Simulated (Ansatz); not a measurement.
# Stack of 1T-MgI2 under antimonene, shifted by a third of the diagonal in a perpendicular field

What dipole does a perpendicular field induce in the stack of 1T-MgI2 under antimonene, shifted by a third of the diagonal, and does the gap follow? A positive field points along +c.

Program: Ansatz 0.2.0. Level of theory: plane-wave DFT, PBE-D3(BJ), Ansatz PAW. Results are calculated unless marked as measured.

Most raw output is cut from this account.

## (1) The structure

The cell holds 5 atoms: 2 I, 1 Mg and 2 Sb. Cell: a = 4.160 Å, b = 4.160 Å, c = 45.792 Å, α = 90.0°, β = 90.0°, γ = 120.0°. Regions: layer 1: 1T-MgI2, 3 atoms (2 I and 1 Mg); layer 2: antimonene, 2 atoms (2 Sb). Vacuum lies along c.

## (2) Relaxing the slab

The starting cell is a guess, so the in-plane lattice and the atoms are relaxed first, with the slab cut off from its images along the normal.

input.yaml reads:

```yaml
crystal:
  lattice:
    - [4.16, 0.0, 0.0]
    - [-2.08, 3.6026656797, 0.0]
    - [0.0, 0.0, 45.7921035866]
  atoms:
    - { symbol: I, position: [0.6666666667, 0.3333333333, 0.4192862633] }
    - { symbol: Mg, position: [0.0, 0.0, 0.4475892171] }
    - { symbol: I, position: [0.3333333333, 0.6666666667, 0.4758921709] }
    - { symbol: Sb, position: [0.0, 0.0, 0.5446813235] }
    - { symbol: Sb, position: [0.6666666667, 0.3333333333, 0.5807137367] }
  periodic: [true, true, false]
kpoints:
  mp_grid: { grid: [12, 12, 1] }
hamiltonian:
  xc: pbe
  dispersion: d3bj
scf:
  occupations: { method: fermi_dirac, width: 0.05 }
  convergence: { dr2_threshold: 1.0e-09 }
relax:
  f_tol: 0.004
  max_steps: 90
  cell: {}
output:
  write_potential: true
  write_density: true
  volumetric_format: npy
```

On the command line:

```
$ ansatz run input.yaml --threads 2 --pin off --max-ram 3072MiB --backend cpu --events-out ev --progress --plain --runs-dir out
```

Run time: 6.6 min. Hardware: 2 threads of Intel Xeon at 2.70GHz, shared host; peak memory 1.1 GiB.

Step by step:

```
step  energy less that of the first step (eV)  largest force component (eV/Å)  volume (Å³)
   1                                   0.0000                          2.4871       686.29
   2                                  -0.6649                          0.9714       690.49
   3                                  -0.8239                          0.2879       686.53
   4                                  -0.8645                          0.1402       680.65
   5                                  -0.8711                          0.1033       669.84
   6                                  -0.8734                          0.0363       670.12
   7                                  -0.8734                          0.0820       668.14
   8                                  -0.8738                          0.0085       668.27
   9                                  -0.8738                          0.0010       668.22
 10*                                  -0.8732                          0.0011       668.22
```

Relaxation steps marked * repeat the geometry before them on a plane-wave basis chosen anew for their cell, so energy and pressure can jump there. Relaxation step 7 was tried and not accepted.

The run keeps the 6 symmetry operations that it works with, so distortions that break them were not tested.

| cell as run | before | after | change |
| --- | --- | --- | --- |
| a (Å) | 4.160 | 4.105 | -1.3 % |
| b (Å) | 4.160 | 4.105 | -1.3 % |

The atoms that moved most (Å, along periodic axes as changes of fractional coordinates times the final cell, across vacuum about the mean position):

```
atom     dx     dy      dz  length
  I1  0.000  0.000  -0.644   0.644
 Sb4  0.000  0.000   0.387   0.387
 Sb5  0.000  0.000   0.369   0.369
 Mg2  0.000  0.000  -0.251   0.251
  I3  0.000  0.000   0.140   0.140
```

Final coordinates:

```xyz
5
Lattice="4.1049 0.0000 0.0000 -2.0524 3.5549 0.0000 0.0000 0.0000 45.7921" Properties=species:S:1:pos:R:3
I     2.0524    1.1850   18.5556
Mg    0.0000    0.0000   20.2447
I     0.0000    2.3699   21.9322
Sb    0.0000    0.0000   25.3286
Sb    2.0524    1.1850   26.9612
```

The lattice constant a goes from 4.160 to 4.105 Å.

## (3) Atoms held, field 0, start network

A sawtooth potential applies the field, turning back in the middle of the vacuum. With the dipole correction the typed value is the field outside the slab. The induced dipole is small, so the SCF threshold is tight.

The cell differs from the one that the last finished run ended in (c 45.792 → 26.406 Å).

input.yaml reads:

```yaml
crystal:
  lattice:
    - [4.1048720514, 0.0, 0.0]
    - [-2.0524360257, 3.5549234758, 0.0]
    - [0.0, 0.0, 26.4056534545]
  atoms:
    - { symbol: I, position: [0.6666666667, 0.3333333333, 0.3408361022] }
    - { symbol: Mg, position: [0.0, 0.0, 0.4048063169] }
    - { symbol: I, position: [0.3333333333, 0.6666666667, 0.4687130917] }
    - { symbol: Sb, position: [0.0, 0.0, 0.5973358642] }
    - { symbol: Sb, position: [0.6666666667, 0.3333333333, 0.6591638978] }
kpoints:
  mp_grid: { grid: [12, 12, 1] }
  band_path:
    path: [[0, 0, 0], [0.5, 0, 0], [0.33333333, 0.33333333, 0], [0, 0, 0]]
    npoints: 16
hamiltonian:
  xc: pbe
  dispersion: d3bj
scf:
  occupations: { method: fermi_dirac, width: 0.02585 }
  convergence: { dr2_threshold: 1.0e-10 }
efield:
  axis: 3
  dipole_correction: true
  ramp_position: 0.97
  ramp_width: 0.06
  amplitude: 0
output:
  dos: { projected: true, e_range: [-6, 5] }
  write_potential: true
  write_density: true
  volumetric_format: npy
  elf: true
```

The job ended after 52 s (2 threads; peak memory 0.93 GiB; 1.7 min of CPU time).

Numbers from this step:

| Property | Result |
| --- | --- |
| gap on the k-mesh | 1.354 eV |
| dipole along the normal | -0.02207 e·Å |
| gap along the path | 1.345 eV |
| smallest direct gap along the path | 1.644 eV |
| step between the vacuum levels | 0.2737 eV |
| ionisation energy, upper face | 4.838 eV |
| electron affinity, upper face | 3.493 eV |
| ionisation energy, lower face | 4.565 eV |
| gap, the smaller of path and mesh | 1.345 eV |

Running mean over a fixed 2.8 Å (it still follows the layers) of the planar mean; the ramp of the sawtooth is left out. Electron's electrostatic potential energy less the Fermi level against z:

z (Å), electron's electrostatic potential energy less the Fermi level (eV) and a bar from the least value:
```
      3.5       3.90 #############################
      4.0       3.90 #############################
      4.5       3.90 #############################
      5.0       3.90 #############################
      5.5       3.89 #############################
      6.0       3.85 #############################
      6.5       3.65 ############################
      7.0       2.90 ##########################
      7.5       1.73 ######################
      8.0       0.50 ##################
      8.5      -0.86 ##############
      9.0      -2.18 ##########
      9.5      -3.72 #####
     10.0      -4.20 ###
     10.5      -4.39 ###
     11.0      -4.34 ###
     11.5      -4.19 ###
     12.0      -3.43 ######
     12.5      -1.86 ###########
     13.0      -0.67 ###############
     13.5       0.31 ##################
     14.0       0.34 ##################
     14.5      -0.18 ################
     15.0      -1.31 ############
     15.5      -2.82 ########
     16.0      -4.34 ###
     16.5      -5.23 
     17.0      -4.77 #
     17.5      -3.33 ######
     18.0      -1.69 ###########
     18.5       0.02 #################
     19.0       1.78 ######################
     19.5       3.23 ###########################
     20.0       3.91 #############################
     20.5       4.10 ##############################
     21.0       4.16 ##############################
     21.5       4.17 ##############################
     22.0       4.17 ##############################
     22.5       4.18 ##############################
     23.0       4.18 ##############################
```

The density of states has structure finer than the step of the table below, so its rows give means over 0.2 eV, whole bins alone (the curve runs from -6 to 2.68 eV). Peaks (eV: height): -5.42: 11.3, -4.21: 8.35, -3.57: 11.4, -3.44: 7.98, -3.19: 12.2, 1.91: 8.94, 2.22: 9.69.

The density of states by energy, zero at the Fermi level of the run, which the smearing sets inside the gap; means over each step:

energy (eV), density of states (states/eV a cell) and a bar:
```
     -5.8        2.9 ##########
     -5.6        2.6 #########
     -5.4        4.4 ################
     -5.2        2.8 ##########
     -5.0        2.0 #######
     -4.8        1.4 #####
     -4.6        1.3 #####
     -4.4        2.4 #########
     -4.2        5.3 ###################
     -4.0        3.7 #############
     -3.8        3.6 #############
     -3.6        6.9 #########################
     -3.4        6.9 ########################
     -3.2        8.4 ##############################
     -3.0        6.2 ######################
     -2.8        6.6 ########################
     -2.6        3.2 ############
     -2.4        2.5 #########
     -2.2        2.0 #######
     -2.0        2.8 ##########
     -1.8        2.1 #######
     -1.6        1.8 ######
     -1.4        1.7 ######
     -1.2        2.0 #######
     -1.0        2.1 #######
     -0.8        0.5 ##
     -0.6        0.0 
     -0.4        0.0 
     -0.2        0.0 
      0.0        0.0 
      0.2        0.0 
      0.4        0.0 
      0.6        0.0 
      0.8        1.0 ###
      1.0        2.6 #########
      1.2        3.9 ##############
      1.4        3.2 ###########
      1.6        1.6 ######
      1.8        2.2 ########
      2.0        4.6 ################
      2.2        5.0 ##################
      2.4        3.5 ############
```

Projected DOS per atom over height of the atomic layer and energy from the Fermi level. Layers: I Mg I Sb Sb from below.

Ten even steps from '_' (0.00 states/eV) to '@' (2.94 states/eV), each cell a mean:
```
__..__====
__::__====
__::__....
__..__====
______--::
__________
__________
__________
__________
______----
______::::
______----
______----
==__--::--
@@__@@::::
@@__%%----
==__==::::
++__++....
::__::____
--__--____
++..++____
--::--____
```
Columns: height of the atomic layer (Å) from 9 to 17.4 (not evenly spaced); rows upwards: energy from the Fermi level (eV) from -5.96 to 2.68.

Electronic bands along the path, in eV, zero at the Fermi level of the run, which the smearing sets inside the gap:

| point | band 34 | band 35 | band 36 | band 37 | band 38 | band 39 | band 40 | band 41 |
| --- | --- | --- | --- | --- | --- | --- | --- | --- |
| Γ | -2.41 | -1.07 | -0.66 | -0.66 | 0.98 | 2.01 | 2.13 | 2.13 |
| halfway | -2.96 | -2.65 | -1.61 | -1.12 | 0.77 | 2.13 | 2.78 | 2.82 |
| M | -3.33 | -2.92 | -2.22 | -2.05 | 0.96 | 1.11 | 1.81 | 2.85 |
| halfway | -3.36 | -3.25 | -2.74 | -2.08 | 1.24 | 1.86 | 2.26 | 2.55 |
| K | -3.31 | -3.30 | -2.49 | -2.47 | 0.88 | 1.90 | 2.66 | 3.05 |
| halfway | -3.11 | -2.88 | -2.50 | -1.11 | 1.57 | 2.04 | 2.45 | 3.08 |
| Γ | -2.41 | -1.07 | -0.66 | -0.66 | 0.98 | 2.01 | 2.13 | 2.13 |

Valence density in the ca plane at fractional y = 0.333, with atoms of I and Sb within 0.2 Å of it. It is the smooth field of the valence electrons, not physical close to the nuclei.

Ten steps, logarithmic in the rise over the least value, from '0' (0 e/Å³) to '9' (20 e/Å³), each cell a mean:
```
00000000000000000122221100001110000000111222
00000000000000001234542110000000000000011245
00000000000000001358873210000000000000012478
00000000000000001369984210000000000000012589
00000000000000001257863210000000000000012468
00000000000000001234432110000000000000011234
00000000000000000112221100011110000000111122
00000000000000000001111000111211000001111111
00000000000000000000000000112221000011111110
00000000000000000000000000112221000011111110
00000000000000000001111000111111000001111111
```
Columns run along c (16.0 Å, from fractional 0.07 to 0.68 of the cell), rows up along a (4.1 Å). Atoms in or near the plane, at fractional coordinates: I at (0.34, 0.67), Sb at (0.66, 0.67).

Electrostatic potential energy in the ca plane at fractional y = 0.333, with atoms of I and Sb within 0.2 Å of it. With pseudopotentials it is smooth inside the atoms' cores, unlike the true potential.

Ten even steps from '0' (-20 eV) to '9' (5 eV), each cell a mean:
```
99999999999999999864457888888889999999888653
99999999999999998611103789999999999999986200
99999999999999998317940689999999999999984000
99999999999999998229970589999999999999984000
99999999999999998315731689999999999999985000
99999999999999999621114788999999999999987300
99999999999999999875567888888889999998888755
99999999999999999998888877887778999988777888
99999999999999999999988777776668999987667889
99999999999999999999988777776678999987667889
99999999999999999998888877887788999988777888
```
Columns run along c (16.0 Å, from fractional 0.07 to 0.68 of the cell; values clipped at the 3rd and 97th percentile), rows up along a (4.1 Å). Atoms in or near the plane, at fractional coordinates: I at (0.34, 0.67), Sb at (0.66, 0.67).

ELF in the ca plane at fractional y = 0.333, with atoms of I and Sb within 0.2 Å of it. It is the smooth field of the valence electrons, not physical close to the nuclei.

Values, 6 rows by 16 columns, each cell a mean:
```
0.00 0.00 0.00 0.00 0.06 0.44 0.73 0.65 0.60 0.17 0.39 0.26 0.04 0.26 0.48 0.38
0.00 0.00 0.00 0.01 0.12 0.62 0.65 0.33 0.61 0.11 0.04 0.02 0.01 0.08 0.32 0.10
0.00 0.00 0.00 0.00 0.11 0.59 0.68 0.39 0.62 0.11 0.08 0.05 0.01 0.10 0.35 0.16
0.00 0.00 0.00 0.00 0.04 0.34 0.70 0.70 0.54 0.24 0.54 0.39 0.06 0.35 0.51 0.45
0.00 0.00 0.00 0.00 0.00 0.03 0.14 0.26 0.15 0.45 0.78 0.65 0.13 0.55 0.44 0.35
0.00 0.00 0.00 0.00 0.00 0.07 0.30 0.44 0.25 0.41 0.76 0.61 0.12 0.52 0.47 0.42
```
Columns run along c (16.0 Å, from fractional 0.07 to 0.68 of the cell), rows up along a (4.1 Å). Atoms in or near the plane, at fractional coordinates: I at (0.34, 0.67), Sb at (0.66, 0.67).

The gap is 1.35 eV, with the valence edge 4.84 eV and the conduction edge 3.49 eV under the upper vacuum level. Spin-orbit coupling, left out in this run, matters for the bands of elements this heavy.

## (4) Atoms held, field 0.1 V/Å

input.yaml, as its differences from that of step 3:

```diff
@@ -25,7 +25,6 @@
   dipole_correction: true
-  ramp_position: 0.97
-  ramp_width: 0.06
-  amplitude: 0
+  ramp_position: 0.9655
+  ramp_width: 0.0689
+  amplitude: 0.1
 output:
-  dos: { projected: true, e_range: [-6, 5] }
   write_potential: true
@@ -33,2 +32 @@
   volumetric_format: npy
-  elf: true
```

Run time: 53 s. Hardware: 2 threads; peak memory 0.81 GiB.

The dipole is 0.0561 e·Å, 0.0782 e·Å from its value without field, and the gap 1.344 eV.

## (5) Single point, field -0.1 V/Å

input.yaml, as its differences from that of step 4:

```diff
@@ -27,3 +27,3 @@
   ramp_width: 0.0689
-  amplitude: 0.1
+  amplitude: -0.1
 output:
```

Run time: 49 s. Hardware: 2 threads; peak memory 0.81 GiB.

The dipole is -0.100 e·Å, -0.0783 e·Å from its value without field, and the gap 1.345 eV.

## (6) Response, atoms held

This step: plane-wave DFT, PBE-D3(BJ), Ansatz PAW; response to a field along the normal, atoms held (Ansatz 0.2.0).

The dipoles give the slope, and the difference of two potentials shows where the field is screened.

This step gave:

```
equivalent conductor thickness p/(ε₀AE) : 9.703 Å
distance between the outer atoms        : 8.406 Å
```

Table of dipole of the cell by applied field:

```csv
applied field (V/Å),dipole of the cell (e·Å)
-0.1000,-0.100
0.0000,-0.0221
0.1000,0.0561
```

Local field over the applied field, running mean. From the potentials at -0.1 and 0.1 V/Å; running mean over 2.8 Å. Local field over applied field against z:

| z (Å) | local field over applied field |
| --- | --- |
| 5 | 0.994 |
| 6 | 0.950 |
| 7 | 0.755 |
| 8 | 0.441 |
| 9 | 0.200 |
| 10 | 0.174 |
| 11 | 0.173 |
| 12 | 0.163 |
| 13 | 0.230 |
| 14 | 0.295 |
| 15 | 0.218 |
| 16 | 0.0552 |
| 17 | 0.0371 |
| 18 | 0.241 |
| 19 | 0.562 |
| 20 | 0.844 |
| 21 | 0.968 |
| 22 | 0.995 |

Electrons, planar mean, per unit field. Table of induced electron density by z:

z (Å), induced electron density (e/Å³ per V/Å) and a bar from the least value:
```
        5    0.00002 ##############
        6    0.00020 ###############
        7    0.00138 ####################
        8    0.00332 ##############################
        9    0.00074 #################
       10   -0.00202 ####
       11    0.00145 #####################
       12    0.00026 ###############
       13   -0.00145 ######
       14   -0.00013 #############
       15    0.00180 ######################
       16    0.00066 #################
       17   -0.00038 ############
       18   -0.00137 #######
       19   -0.00276 
       20   -0.00076 ##########
       21   -0.00014 #############
       22   -0.00002 ##############
```

The smaller of the gaps on the path and on the k-mesh, counted as 0 under 0.03 eV. The gap stays at 1.34 eV for applied field from -0.1 to 0.1 V/Å.

By hand: between -0.1 and 0.1 V/Å the dipole changes by 0.1565 e·Å, a slope of 0.7825 e·Å²/V. A perfect conductor of thickness t has p = ε₀AEt, so t = 180.95 × 0.7825 / 14.593 = 9.70 Å (e/ε₀ = 180.95 V·Å, A in Å²).

The induced dipole is that of a conductor 9.70 Å thick.

## (7) Results

```yaml
gap_without_field: 1.35 eV
ionisation_energy_upper_face: 4.84 eV
electron_affinity_upper_face: 3.49 eV
step_between_the_vacuum_levels: 0.274 eV
equivalent_conductor_thickness_atoms_held: 9.70 Å
```

The induced dipole equals that of a perfect conductor 9.70 Å thick, while the outer atoms lie 8.41 Å apart; an out-of-plane ε follows only once a thickness t is chosen, by 1 − 1/ε = 9.70 Å / t. The two faces differ: the vacuum level above lies 0.27 eV higher than the one below. The gap stays within 0.01 eV of 1.35 eV over the fields run, up to 0.1 V/Å in size. Semilocal functionals give gaps that are too small, and excitons are not included. Spin-orbit coupling is left out, which matters for the bands of elements this heavy.

[Logs are printed without paths, hosts, clocks, repeated set-up lines and the standing remarks that a program may print on its own settings, such as how far it seeks lower states.]

[Hosts, paths, dates, database ids (printed as entryN), source tags and the programs' standing remarks are cut or masked in the printed files.]

[Maps of the electrostatic potential energy from Ansatz leave out the sawtooth potential of an applied field or a dipole correction, so their vacuum need not be flat; planar profiles and work functions include it.]

[The density of states shown here was stored with 400 of the rows of the run's finer table, so its peaks can read low, often by over a quarter, or be missed, and its means over a window can be off by a tenth or more.]
